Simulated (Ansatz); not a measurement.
KI, CsCl type, relaxed with r2SCAN, was run in the plane-wave code Ansatz under altered settings. All numbers are computed, without spin polarisation but where a row says otherwise.

```yaml
crystal:
  lattice:
    - [4.29094, 0.00000, 0.00000]
    - [0.00000, 4.29094, 0.00000]
    - [0.00000, 0.00000, 4.29094]
  atoms:
    - { symbol: K, position: [0.00000, 0.00000, 0.00000] }
    - { symbol: I, position: [0.50000, 0.50000, 0.50000] }
```

The base run's other keys:
```yaml
kpoints:
  mp_grid: { grid: [4, 4, 4] }
hamiltonian:
  xc: hse06
scf:
  occupations: { method: fixed }
  n_extra_bands: 4
```

It takes 10 iterations with 1551 plane waves at 420 eV and 10 k points, and leaves a mean stress of +0.30 GPa. The gap over this mesh is 4.310 eV.

Outcomes, with energy and stress as changes against the base:

| setting | outcome | ΔF (meV/atom) | Δ mean stress (GPa) | gap on the mesh (eV) | iterations |
| --- | --- | --- | --- | --- | --- |
| PBE hybrid, exx coeff 1.5, unscreened | refused | – | – | – | – |
| PBE hybrid, exx coeff 1.0, omega 0.2078 1/Å | converged | – | -0.8 | 7.488 | 18 |
| scf.exx.ecutfock_ratio: 4 | converged | 0.0 | 0.0 | 4.310 | 10 |
| PBE hybrid, exx coeff 0.5, omega 0.5 1/Å | converged | – | -0.1 | 4.299 | 14 |
| basis.ecutrho_ratio: 1 | converged, warned | +107 | +2.4 | 4.320 | 10 |
| scf.occupations: cold 0.05 | converged | 0.0 | 0.0 | 4.310 | 10 |

A dash marks a value that wasn't obtained or can't be compared. Stress is positive in compression.

- PBE hybrid, exx coeff 1.5, unscreened. The input is refused before any iteration. Error: invalid value for `hamiltonian.xc.exx.coeff`: must be finite and in (0, 1]; got 1.5
- PBE hybrid, exx coeff 1.0, omega 0.2078 1/Å. That is 100 % exact exchange, screened with ω = 0.2078 1/Å, against HSE06's 25 % screened at 0.208 1/Å. The mean stress moves by -0.8 GPa and the gap on the mesh by +3.178 eV (to 7.488). Totals of different functionals aren't comparable.
- PBE hybrid, exx coeff 0.5, omega 0.5 1/Å. That is 50 % exact exchange, screened with ω = 0.5 1/Å, against HSE06's 25 % screened at 0.208 1/Å. The mean stress moves by -0.1 GPa and the gap on the mesh by -0.011 eV (to 4.299). Totals of different functionals aren't comparable.
- basis.ecutrho_ratio: 1. The free energy moves by +107 meV an atom, the mean stress by +2.4 GPa and the gap on the mesh by +0.010 eV (to 4.320). A density grid this coarse aliases the density, so the change is an error. Warned: cutoff below recommended.

Within 1 meV an atom, 0.1 GPa and 0.005 eV of the base stay: scf.exx.ecutfock_ratio: 4; scf.occupations: cold 0.05.

No spin-orbit coupling is included; it can move band edges with weight on the heavy atoms by tenths of an eV.

The program warns that its thresholds are loose for a hybrid's stress.

The meshes of the hybrids are coarse, so their gaps aren't converged to the digits shown.
